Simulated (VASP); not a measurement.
# BaTe (Pm-3m) in VASP: notebook, part 2 of 2

VASP 6.6.1.

**3. Single point, PBE**

INCAR

```
  ALGO = Normal
  EDIFF = 1E-6
  ENCUT = 500
  GGA = PE
  ISIF = 2
  ISMEAR = 0
  LASPH = T
  LCHARG = F
  LREAL = F
  LWAVE = F
  NELM = 60
  PREC = Accurate
  SIGMA = 0.02
```

KPOINTS

```
k-points
0
Gamma
  3 3 3
```

POSCAR

```
BaTe
1.0
    4.2624660000      0.0000000000      0.0000000000
    0.0000000000      4.2624660000      0.0000000000
    0.0000000000      0.0000000000      4.2624660000
Ba Te
1 1
Direct
    0.0000000000      0.0000000000      0.0000000000
    0.5000000000      0.5000000000      0.5000000000
```

Potentials or basis: VASP PAW PBE potentials, release 64 (Ba_sv_GW, Te_GW).

Launch:

```bash
$ cat potpaw_PBE.64/Ba_sv_GW/POTCAR potpaw_PBE.64/Te_GW/POTCAR > POTCAR
$ mpirun -np 1 vasp_std > vasp.out
```

OUTCAR:

```text
EDIFF = 1E-6
   ENCUT = 500
   GGA = PE
   ISIF = 2
   ISMEAR = 0
   LASPH = T
   LREAL = F
   NELM = 60
   PREC = Accurate

 ion  position               nearest neighbor table
   1  0.000  0.000  0.000-
   2  0.500  0.500  0.500-

  LATTYP: Found a simple cubic cell.
 ALAT       =     4.2624660000

  Lattice vectors:

 A1 = (   4.2624660000,   0.0000000000,   0.0000000000)
 A2 = (   0.0000000000,   4.2624660000,   0.0000000000)
 A3 = (   0.0000000000,   0.0000000000,   4.2624660000)

Analysis of symmetry for initial positions (statically):
=====================================================================
 Subroutine PRICEL returns:
 Original cell was already a primitive cell.

 Routine SETGRP: Setting up the symmetry group for a
 simple cubic supercell.

 Subroutine GETGRP returns: Found 48 space group operations
 (whereof 48 operations were pure point group operations)
 out of a pool of 48 trial point group operations.

The static configuration has the point symmetry O_h .

Analysis of symmetry for dynamics (positions and initial velocities):
=====================================================================
 Subroutine PRICEL returns:
 Original cell was already a primitive cell.

 Routine SETGRP: Setting up the symmetry group for a
 simple cubic supercell.

 Subroutine GETGRP returns: Found 48 space group operations
 (whereof 48 operations were pure point group operations)
 out of a pool of 48 trial point group operations.

The dynamic configuration has the point symmetry O_h .

 Subroutine INISYM returns: Found 48 space group operations
 (whereof 48 operations are pure point group operations),
 and found     1 'primitive' translations

----------------------------------------------------------------------------------------

                                     Primitive cell

  volume of cell :      77.4431

[... 95 lines left out ...]
   IVDW    =     0    specifies the selected vdW correction
   LEPSILON=     F    determine dielectric tensor
   LRPA    =     F    only Hartree local field effects (RPA)
 non-spin polarized calculation
 Gauss-broadening in eV      SIGMA  =   0.02
  energy-cutoff  :      500.00
  volume of cell :       77.44
 maximum number of plane-waves:      1971
 NGX is ok and might be reduce to    32
   NGX = 15   NGY = 15   NGZ = 15

 number of electron      15.9999997 magnetization

 Free energy of the ion-electron system (eV)
  ---------------------------------------------------
  ext. energy  EPLUGINS =         0.00000000
  ---------------------------------------------------
  free energy    TOTEN  =        -9.56971552 eV

  energy without entropy =       -9.56971552  energy(sigma->0) =       -9.56971552

 E-fermi :   4.9823     XC(G=0):  -8.9164

 val. band max:        4.8020006729   @ k =   0.0000   0.0000   0.0000
 cond. band min:       5.9964414261   @ k =   0.0000   0.0000   0.0000
 fundamental gap:      1.1944407532
 Fermi energy:         4.9823108709

 k-point     1 :       0.0000    0.0000    0.0000
  band No.  band energies     occupation
      1     -22.9132      2.00000
      2      -7.9493      2.00000
      3      -7.9493      2.00000
      4      -7.9493      2.00000
      5      -5.1426      2.00000
      6       4.8020      2.00000
      7       4.8020      2.00000
      8       4.8020      2.00000
      9       5.9964      0.00000
     10       5.9964      0.00000
     11       7.5760      0.00000
     12       9.7337      0.00000
[... 31 lines left out ...]
 k-point     4 :       0.3333    0.3333    0.3333
  band No.  band energies     occupation
      1     -22.8572      2.00000
      2      -8.2045      2.00000
      3      -8.1582      2.00000
      4      -8.1582      2.00000
      5      -4.4201      2.00000
      6       2.8448      2.00000
      7       2.8448      2.00000
      8       3.3038      2.00000
      9       7.9329      0.00000
     10       8.4643      0.00000
     11       8.4643      0.00000
     12      10.6773      0.00000

------------------------ aborting loop because EDIFF is reached ----------------------------------------

  FORCE on cell =-STRESS in cart. coord.  units (eV):
  Direction    XX          YY          ZZ          XY          YZ          ZX
  --------------------------------------------------------------------------------------
  -------------------------------------------------------------------------------------
  Total       -0.0418600     -0.0418600     -0.0418600      0.0000000      0.0000000      0.0000000
  in kB       -0.8660185     -0.8660185     -0.8660185      0.0000000      0.0000000      0.0000000
  external PRESSURE =      -0.8660185 kB  Pullay stress =       0.0000000 kB

 VOLUME and BASIS-vectors are now :
 -----------------------------------------------------------------------------
  energy-cutoff  :      500.00
  volume of cell :       77.44
      direct lattice vectors                 reciprocal lattice vectors
     4.262466000  0.000000000  0.000000000     0.234605977  0.000000000  0.000000000
     0.000000000  4.262466000  0.000000000     0.000000000  0.234605977  0.000000000
     0.000000000  0.000000000  4.262466000     0.000000000  0.000000000  0.234605977

 POSITION                                       TOTAL-FORCE (eV/Angst)
 -----------------------------------------------------------------------------------
      0.00000      0.00000      0.00000         0.000000      0.000000      0.000000
      2.13123      2.13123      2.13123         0.000000      0.000000      0.000000
 -----------------------------------------------------------------------------------
    total drift:                                0.000000      0.000000     -0.000000

  FREE ENERGIE OF THE ION-ELECTRON SYSTEM (eV)
  ---------------------------------------------------
  free  energy   TOTEN  =        -9.5697155243 eV

  energy  without entropy=       -9.5697155243  energy(sigma->0) =       -9.56971552
```

OSZICAR:

```text
N       E                     dE             d eps       ncg     rms          rms(c)
DAV:   1     0.154195669781E+03    0.15420E+03   -0.59891E+03    96   0.115E+03
DAV:   2     0.436561912377E+01   -0.14983E+03   -0.14298E+03   152   0.350E+02
DAV:   3    -0.983086453245E+01   -0.14196E+02   -0.13902E+02   168   0.108E+02
DAV:   4    -0.100960257682E+02   -0.26516E+00   -0.26392E+00   160   0.165E+01
DAV:   5    -0.100995997082E+02   -0.35739E-02   -0.35725E-02   148   0.174E+00    0.304E+00
DAV:   6    -0.963019364823E+01    0.46941E+00   -0.66748E-01   124   0.469E+00    0.146E+00
DAV:   7    -0.956964065023E+01    0.60553E-01   -0.76312E-01   148   0.526E+00    0.847E-01
DAV:   8    -0.956836137837E+01    0.12793E-02   -0.60504E-02   128   0.156E+00    0.580E-01
DAV:   9    -0.956982190018E+01   -0.14605E-02   -0.80512E-03   136   0.100E+00    0.897E-02
DAV:  10    -0.956965426073E+01    0.16764E-03   -0.83362E-04   124   0.200E-01    0.320E-02
DAV:  11    -0.956971767915E+01   -0.63418E-04   -0.19348E-04   144   0.137E-01    0.223E-02
DAV:  12    -0.956971646679E+01    0.12124E-05   -0.22492E-05   144   0.236E-02    0.914E-03
DAV:  13    -0.956971552428E+01    0.94252E-06   -0.36393E-06   128   0.221E-02
   1 F= -.95697155E+01 E0= -.95697155E+01  d E =-.629520E-38
```

It took 6.3 s on 1 thread of Intel Xeon 6975P-C (Granite Rapids), shared host; peak memory 0.17 GiB.

What came out:

```yaml
Free_energy: -9.5697 eV
Pressure: -0.1 GPa
Band_gap_on_the_k_mesh: 1.19 eV, direct
```

Caveat: the k mesh is coarse (spacing up to 0.49 Å⁻¹), so the values aren't converged; spin-orbit coupling is left out, which moves the levels of the heavy elements. PBE gaps usually lie below the measured ones, often by a third to a half.

**4. Single point, PBE**

INCAR

```
SYSTEM = BaTe
PREC     = Accurate       ! precision mode
ENCUT    = 400            ! plane-wave cutoff, eV
EDIFF    = 1E-6           ! SCF threshold, eV
ISMEAR   = 0              ! smearing method
SIGMA    = 0.02           ! smearing width, eV
LREAL    = .False.        ! projectors in reciprocal space
LASPH    = .True.         ! aspherical terms in the spheres
NELM     = 60             ! most SCF steps
ALGO     = Normal         ! electronic algorithm
ISIF     = 2              ! what is computed and relaxed
LWAVE    = .False.        ! write WAVECAR
LCHARG   = .False.        ! write CHGCAR
GGA      = PE             ! functional
```

KPOINTS

```
regular mesh
0
Gamma
  3 3 3
  0 0 0
```

POSCAR is that of step 3.

Potentials or basis: VASP PAW PBE potentials, release 64 (Ba_sv_GW, Te_GW).

Launch:

```bash
$ cat potpaw_PBE.64/Ba_sv_GW/POTCAR potpaw_PBE.64/Te_GW/POTCAR > POTCAR
$ mpirun -np 1 vasp_std > vasp.out
```

OUTCAR:

```text
SYSTEM = BaTe
   PREC = Accurate
   ENCUT = 400
   EDIFF = 1E-6
   ISMEAR = 0
   LREAL = .False.
   LASPH = .True.
   NELM = 60
   ISIF = 2
   GGA = PE

 ion  position               nearest neighbor table
   1  0.000  0.000  0.000-
   2  0.500  0.500  0.500-

  LATTYP: Found a simple cubic cell.
 ALAT       =     4.2624660000

  Lattice vectors:

 A1 = (   4.2624660000,   0.0000000000,   0.0000000000)
 A2 = (   0.0000000000,   4.2624660000,   0.0000000000)
 A3 = (   0.0000000000,   0.0000000000,   4.2624660000)

Analysis of symmetry for initial positions (statically):
=====================================================================
 Subroutine PRICEL returns:
 Original cell was already a primitive cell.

 Routine SETGRP: Setting up the symmetry group for a
 simple cubic supercell.

 Subroutine GETGRP returns: Found 48 space group operations
 (whereof 48 operations were pure point group operations)
 out of a pool of 48 trial point group operations.

The static configuration has the point symmetry O_h .

[... 150 lines left out ...]
      1     -22.9096      2.00000
      2      -7.9501      2.00000
      3      -7.9501      2.00000
      4      -7.9501      2.00000
      5      -5.1420      2.00000
      6       4.8026      2.00000
      7       4.8026      2.00000
      8       4.8026      2.00000
      9       5.9965      0.00000
     10       5.9965      0.00000
     11       7.5773      0.00000
     12       9.7337      0.00000
[... 31 lines left out ...]
 k-point     4 :       0.3333    0.3333    0.3333
  band No.  band energies     occupation
      1     -22.8544      2.00000
      2      -8.2052      2.00000
      3      -8.1590      2.00000
      4      -8.1590      2.00000
      5      -4.4195      2.00000
      6       2.8452      2.00000
      7       2.8452      2.00000
      8       3.3042      2.00000
      9       7.9333      0.00000
     10       8.4643      0.00000
     11       8.4643      0.00000
     12      10.6855      0.00000

------------------------ aborting loop because EDIFF is reached ----------------------------------------

  FORCE on cell =-STRESS in cart. coord.  units (eV):
  Direction    XX          YY          ZZ          XY          YZ          ZX
  --------------------------------------------------------------------------------------
  -------------------------------------------------------------------------------------
  Total       -0.0817690     -0.0817690     -0.0817690      0.0000000      0.0000000     -0.0000000
  in kB       -1.6916741     -1.6916741     -1.6916741      0.0000000      0.0000000     -0.0000000
  external PRESSURE =      -1.6916741 kB  Pullay stress =       0.0000000 kB

 VOLUME and BASIS-vectors are now :
 -----------------------------------------------------------------------------
  energy-cutoff  :      400.00
  volume of cell :       77.44
      direct lattice vectors                 reciprocal lattice vectors
     4.262466000  0.000000000  0.000000000     0.234605977  0.000000000  0.000000000
     0.000000000  4.262466000  0.000000000     0.000000000  0.234605977  0.000000000
     0.000000000  0.000000000  4.262466000     0.000000000  0.000000000  0.234605977

 POSITION                                       TOTAL-FORCE (eV/Angst)
 -----------------------------------------------------------------------------------
      0.00000      0.00000      0.00000         0.000000      0.000000      0.000000
      2.13123      2.13123      2.13123         0.000000      0.000000      0.000000
 -----------------------------------------------------------------------------------
    total drift:                               -0.000000      0.000000      0.000000

  FREE ENERGIE OF THE ION-ELECTRON SYSTEM (eV)
  ---------------------------------------------------
  free  energy   TOTEN  =        -9.5698142027 eV

  energy  without entropy=       -9.5698142027  energy(sigma->0) =       -9.56981420
```

OSZICAR:

```text
N       E                     dE             d eps       ncg     rms          rms(c)
DAV:   1     0.128604102921E+03    0.12860E+03   -0.51019E+03    96   0.950E+02
DAV:   2     0.427937896541E+01   -0.12432E+03   -0.12043E+03   140   0.353E+02
DAV:   3    -0.969049186281E+01   -0.13970E+02   -0.13466E+02   168   0.101E+02
DAV:   4    -0.100925289579E+02   -0.40204E+00   -0.40041E+00   152   0.164E+01
DAV:   5    -0.100995805318E+02   -0.70516E-02   -0.70351E-02   140   0.248E+00    0.308E+00
DAV:   6    -0.963148851951E+01    0.46809E+00   -0.65983E-01   128   0.471E+00    0.146E+00
DAV:   7    -0.956938290104E+01    0.62106E-01   -0.73063E-01   148   0.507E+00    0.865E-01
DAV:   8    -0.956815170924E+01    0.12312E-02   -0.53432E-02   128   0.146E+00    0.613E-01
DAV:   9    -0.956994260993E+01   -0.17909E-02   -0.68754E-03   144   0.958E-01    0.885E-02
DAV:  10    -0.956975602499E+01    0.18658E-03   -0.81206E-04   136   0.184E-01    0.336E-02
DAV:  11    -0.956981528605E+01   -0.59261E-04   -0.20588E-04   152   0.131E-01    0.222E-02
DAV:  12    -0.956981573340E+01   -0.44735E-06   -0.11466E-05   144   0.173E-02    0.124E-02
DAV:  13    -0.956981444646E+01    0.12869E-05   -0.15676E-06   100   0.149E-02    0.511E-03
DAV:  14    -0.956981420271E+01    0.24376E-06   -0.17978E-06   100   0.156E-02
   1 F= -.95698142E+01 E0= -.95698142E+01  d E =-.117328E-40
```

stdout:

```text
POSCAR found type information on POSCAR BaTe
 POSCAR found :  2 types and       2 ions
 scaLAPACK will be used
 LDA part: xc-table for (Slater+PW92), standard interpolation
 POSCAR, INCAR and KPOINTS ok, starting setup
 FFT: planning ... GRIDC
 FFT: planning ... GRID_SOFT
 FFT: planning ... GRID
 WAVECAR not read
 entering main loop
```

It took 8.1 s on 1 thread of Intel Xeon Platinum 8259CL at 2.50GHz (Skylake/Cascade Lake), shared host; peak memory 0.15 GiB.

What came out:

```yaml
Free_energy: -9.5698 eV
Pressure: -0.2 GPa
Band_gap_on_the_k_mesh: 1.19 eV, direct
```

Caveat: the k mesh is coarse (spacing up to 0.49 Å⁻¹), so the values aren't converged; spin-orbit coupling is left out, which moves the levels of the heavy elements.

**5. Summary**

```tsv
k mesh	cutoff (eV)	mesh quality	gap on the mesh (eV)	pressure (GPa)
4 × 4 × 4	450	not flagged	0.86	-0.3
3 × 3 × 3	500	coarse	1.19	-0.1
3 × 3 × 3	400	coarse	1.19	-0.2
```

Alike in all rows: task single point; level PBE; potentials or basis VASP PAW PBE potentials, release 64 (Ba_sv_GW, Te_GW); no spin polarisation; cell as given; smearing gaussian 0.02 eV.

Caveats: some runs use coarse meshes; spin-orbit coupling is left out, which moves the levels of the heavy elements.

Absolute energies hang on the potentials; compare differences alone.
